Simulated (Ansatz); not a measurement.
## CdS, space group P3m1: a convergence test of the plane-wave cutoff, step by step

Computed with Ansatz's Python interface.

The cells in order, each with its output:

**Cell 1**
```python
import warnings

import ansatz as az
```

**Cell 2**
```python
XC = "PBEsol"
FILLING = "fixed"
MESH = (6, 6, 4)
```

**Cell 3**
```python
warnings.simplefilter("ignore", az.DeckWarning)
```

**Cell 4**
```python
xtal = (
    az.Lattice.from_parameters(4.26117, 4.26117, 5.804173, alpha=90, beta=90, gamma=120)
    .space_group(156)
    .atom("Cd", [0.0, 0.0, 0.442692])
    .atom("S", [2 / 3, 1 / 3, 0.434308])
)
```

**Cell 5**
```python
len(xtal.resolved().sites)
```
Output:
```text
2
```

**Cell 6**
```python
job = (
    xtal.calculation()
    .functional(XC)
    .occupations(FILLING)
    .kpoints(*MESH)
    .stress()
)
```

**Cell 7**
```python
rows = []
for value in [250, 325, 400, 475, 550]:
    report = job.basis(value).run(threads=1).report
    rows.append((value, report["free_energy_ev"] / len(report["lattice"]["sites"]), report["n_iterations"], sum(report["stress_gpa"][i][i] for i in range(3)) / 3, report["n_pw"]))
```

**Cell 8**
```python
print(" cutoff (eV)   F/atom (eV)    iterations       P (GPa)   plane waves")
for row in rows:
    print(f"{str(row[0]):>12s}  {row[1]:12.5f}  {row[2]:12d}  {row[3]:12.3f}  {row[4]:12d}")
```
Output:
```text
 cutoff (eV)   F/atom (eV)    iterations       P (GPa)   plane waves
         250   -4533.94922             7        -1.344           831
         325   -4534.77305             6        -1.471          1229
         400   -4534.78768             7        -1.487          1645
         475   -4534.78848             7        -1.487          2163
         550   -4534.78871             7        -1.487          2681
```

**Cell 9**
```python
for row in rows[:-1]:
    shift = 1000 * (row[1] - rows[-1][1])
    print(f"{row[0]}: {shift:+.2f} meV/atom" + ("  (within 1 meV)" if abs(shift) < 1 else ""))
```
Output:
```text
250: +839.49 meV/atom
325: +15.66 meV/atom
400: +1.03 meV/atom
475: +0.23 meV/atom  (within 1 meV)
```

From 475 eV on it stays within 1 meV an atom of the value at 550 eV; the first row (250 eV) is off by 839.5 meV and the last but one by 0.23 meV. The energy falls steadily, as expected when plane waves are added. The pressure moves from -1.34 to -1.49 GPa (the program's stress holds a Pulay correction, so it settles early).

Pressure is positive in compression. The structure comes from a database of computed cells and needn't be a stable or known phase. Shifts are counted from the last row, which is itself no proven limit. The script silences the warnings on its input, which a real study should read. It ran for 14 s on 1 thread of Arm Neoverse V2, with other jobs on the host, peak memory 0.44 GiB.
